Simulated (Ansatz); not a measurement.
**Find the missing element**

Cell vectors (Å):

```
3.6939 0.0000 0.0000
0.0000 3.6939 0.0000
0.0000 0.0000 3.6939
```

```
atom       a       b       c
  Tl  0.0000  0.0000  0.0000
   X  0.5000  0.5000  0.5000
```

All numbers below come from LDA, all-electron LAPW in Ansatz 0.2.0, with spin-orbit coupling. k mesh 6×6×6, fine mesh 8×8×8, fixed occupations, lines of 0.1 eV.

Independent-particle optical response of a crystal from Kohn-Sham bands on the fine mesh, no local fields or excitons; Cartesian axes as in the cell vectors.

| Item | Value |
| --- | --- |
| Fine mesh | 8, 8, 8 |
| Line width | 0.1 eV |
| Further gaussian width | 0.3 eV |

| photon energy (eV) | dielectric imag xx |
| --- | --- |
| 1.2 | 1 |
| 2.4 | 1.3 |
| 3.6 | 4.65 |
| 4.8 | 10.61 |
| 6 | 8.6 |
| 7.2 | 3.97 |
| 8.4 | 3.29 |
| 9.6 | 2.62 |
| 10.8 | 2.45 |
| 12 | 1.25 |
| 13.2 | 1.83 |
| 14.4 | 1.79 |
| 15.6 | 1.39 |
| 16.8 | 0.93 |
| 18 | 0.83 |
| 19.2 | 0.44 |
| 20.4 | 0.47 |
| 21.6 | 0.32 |
| 22.8 | 0.44 |
| 24 | 0.45 |
| 25.2 | 0.55 |
| 26.4 | 0.4 |
| 27.6 | 0.43 |
| 28.8 | 0.36 |
| 30 | 0.56 |

**Question.** All X atoms are one element. Which one was computed?

**Answer.** Cl; the crystal is TlCl (Pm-3m).

Known limits: semilocal gaps are low, and what follows the gap (onsets, screening, light masses) shifts with it; spectra summed at the mesh points alone; narrow gap on a mesh point, low-energy response too large.
